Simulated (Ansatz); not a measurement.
LiCl: energy along a strain

LiCl, Fm-3m, a = 5.130 Å (as given, not relaxed at this level: -0.3 GPa). Ansatz: r2SCAN, PAW, 500 eV, Γ-centred 8×8×8 mesh on 2 atoms, Gaussian smearing 0.05 eV; no spin polarisation. Cell vectors (Å): 0.000 2.565 2.565; 2.565 0.000 2.565; 2.565 2.565 0.000. The cell is strained by x per cent times the pattern (1 0 0 0 0 0) in the order xx yy zz yz xz xy (engineering shears), with fractional coordinates held. y is the free energy over the start, V0 = 16.871 Å³/atom.

| x (%) | y (meV/atom) |
| --- | --- |
| -4.00 | ? |
| -3.00 | 2.03 |
| -2.00 | 0.60 |
| -1.00 | -0.04 |
| 0.00 | 0.00 |
| 1.00 | 0.65 |
| 2.00 | 1.83 |
| 3.00 | 3.48 |
| 3.50 | 4.46 |
| 4.00 | 5.54 |

Task: Fit y = c1 x + c2 x² + c3 x³ to the other rows, get the stiffness along the pattern, and predict the missing energy.

Result: Least squares on the rows shown. y = 0.3535 x + 0.3060 x² − 0.01217 x³. The clamped-ion stiffness p·C·p = 2 × 3.060 eV × 160.2 / 16.871 Å³ = 58 GPa, which is C11 in these axes (second derivative at the start, which stands under stress). At x = -4.00 the fit asked for gives 4.26 meV/atom. The run gave 4.32 meV/atom, so the fit is 0.06 meV/atom too low, a small miss on the scale of the series.